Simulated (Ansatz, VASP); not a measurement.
**One calculation of InAs, two programs**

```
CELL_PARAMETERS angstrom
0.00000 3.05772 3.05772
3.05772 0.00000 3.05772
3.05772 3.05772 0.00000
ATOMIC_POSITIONS crystal
In 0.00000 0.00000 0.00000
As 0.75000 0.75000 0.75000
```

Alike in both runs: task single point; functional PBEsol; k mesh 8 × 8 × 8; occupations fermi-dirac, width 0.05 eV; no spin polarisation.

|  | VASP | Ansatz |
| --- | --- | --- |
| version | VASP 6.6.1 | Ansatz 0.2.0 |
| potentials or method | VASP PAW PBE potentials, release 64 (In_d, As) | Ansatz PAW |
| plane-wave cutoff (eV) | 520 | 420 |
| valence electrons in the cell | 18 | 28 |

```tsv
	VASP	Ansatz	Ansatz less VASP
gap on the k mesh at the Fermi level (eV)	none	none	-
pressure (GPa)	-0.7	-0.7	-0.08
```

A gap of «none» marks a metal or a gap that the smearing closes. The functional is the same, so the differences come from potentials, cutoffs and numerics. The two sets of potentials don't hold the same shells in valence.

Caveats: the PAW data sets were made with another functional, which shifts forces and pressure a little (VASP); this crystal is a semiconductor, whose small gap the functional closes, so the metal is an error of the method (VASP); the PAW data sets come from PBE, with cores solved anew for the run's functional, which leaves a small shift of forces and pressure (Ansatz).
